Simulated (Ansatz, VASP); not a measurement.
MgI2: VASP beside Ansatz

```
Mg I
1.0
     4.18013    0.00000    0.00000
    -2.09007    3.62010    0.00000
     0.00000    0.00000    6.90566
Mg I
1 2
Direct
  0.00000 0.00000 0.00000
  0.33330 0.66670 0.75763
  0.66670 0.33330 0.24237
```

Alike in both runs: task single point; functional PBE; k mesh 7 × 7 × 4; no spin polarisation.

|  | VASP | Ansatz |
| --- | --- | --- |
| version | VASP 6.6.1 | Ansatz 0.2.0 |
| potentials or method | VASP PAW PBE potentials, release 64 (Mg, I) | PAW plane waves |
| plane-wave cutoff (eV) | 520 | 420 |
| occupations | fermi-dirac, width 0.1 eV | fermi-dirac |
| valence electrons in the cell | 16 | 44 |

```tsv
	VASP	Ansatz	Ansatz less VASP
pressure (GPa)	0.6	0.7	+0.06
largest component of the traceless stress (GPa)	0.19	0.19	-0.007
rms of the force components (eV/Å)	0.029	0.024	-0.0047
```

Atom by atom the forces differ by 0.005 eV/Å (rms over components). The two sets of potentials don't hold the same shells in valence. Ansatz warned: «structure_snapped_to_symmetry».

Caveats: this functional lacks dispersion, which binds the layers, so the pressure and a relaxed spacing across them are unreliable. A k mesh can miss the band edges.
